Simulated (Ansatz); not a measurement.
# What a trial cell of Pt2Se relaxes into

Level of theory: Ansatz 0.2.0, DFT PBE, scalar-relativistic, plane waves, PAW. Cutoff 420 eV, Γ-centred k mesh, Gaussian smearing, no spin polarisation in the final step.

The start puts Pt2Se on the sites of a reported ThAs2 cell (P4/nmm, No. 129), with Se in place of Th, Pt in place of As, at a guessed volume.

```
Pt Se
1.0
     3.76289    0.00000    0.00000
     0.00000    3.76289    0.00000
     0.00000    0.00000    7.89691
Pt Se
4 2
Direct
  0.00000 0.00000 0.00000
  0.50000 0.50000 0.00000
  0.50000 0.00000 0.64000
  0.00000 0.50000 0.36000
  0.50000 0.00000 0.28000
  0.00000 0.50000 0.72000
```

Cell and atoms relax at zero pressure; the relaxation can't lower the symmetry of the start. After a coarse first stage the cell is made exact in the group found at 0.06 Å.

The zero of energy is the elements' standard structures at the same level; no fitted shifts are applied.

Question: Which crystal results?

Answer: It keeps P4/nmm (No. 129), but not the shape of the type it started on. The result has the Cu2Sb structure. Conventional cell: a = 3.811 Å, c = 7.257 Å. Pt on Wyckoff site a (2 atoms of the primitive cell) has 8 Pt at 2.69–2.82 Å; around Pt on Wyckoff site c (2 atoms of the primitive cell) lie 1 Se at 2.52 Å, 4 Se at 2.76 Å and 4 Pt at 2.82 Å; Se has 1 Pt at 2.52 Å and 4 Pt at 2.76 Å.

Space group P4/nmm:1 (No. 129). a = 3.811 Å, b = 3.811 Å, c = 7.257 Å, α = 90.00°, β = 90.00°, γ = 90.00°
| atom | site | symmetry | x | y | z |
| --- | --- | --- | --- | --- | --- |
| Pt | 2a | -4m2 | 0.0000 | 0.0000 | 0.0000 |
| Pt | 2c | 4mm | 0.5000 | 0.0000 | 0.7144 |
| Se | 2c | 4mm | 0.5000 | 0.0000 | 0.3674 |

Question: What are its volume, energy, density and gap?

Answer: The volume per atom is 17.57 Å³ and the density is 14.78 g/cm³. The energy over the elements is 0.16 eV/atom. The gap on the 10×10×6 mesh is 0 eV (a metal).

The final run used a 10×10×6 mesh on its 6-atom cell and 0.10 eV smearing. For metals, differences of a few meV/atom aren't resolved. Spin–orbit coupling is left out. Symmetry constrained the relaxation, so the result can be a saddle point.